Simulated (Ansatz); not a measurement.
Crystal: Ge.

```
Ge
1.0
    -2.57449    2.57449    1.39741
     2.57449   -2.57449    1.39741
     2.57449    2.57449   -1.39741
Ge
2
Direct
  0.50000 0.50000 0.00000
  0.25000 0.75000 0.50000
```

This isn't the form of Ge at room conditions, which is diamond.

Program: Ansatz 0.2.0. Alike in all runs: task band structure; potentials or basis Ansatz PAW; cell as given; smearing fermi-dirac 0.05 eV.

Order these runs on this cell by their pressure, lowest first.
A. level r2SCAN; spin SOC, no magnetisation; k mesh 8 × 8 × 8; cutoff (eV) 500
B. level BLYP; spin off; k mesh 11 × 11 × 11; cutoff (eV) 420
C. level LDA; spin off; k mesh 11 × 11 × 11; cutoff (eV) 420

C (-2.5 GPa), A (0.6 GPa), B (9.6 GPa).

Caveats: the PAW data sets come from PBE, with cores solved anew for the run's functional, which leaves a small shift of forces and pressure; the potentials were made for another functional, which shifts forces and pressure (some runs).

Not every run made on this cell is shown here.
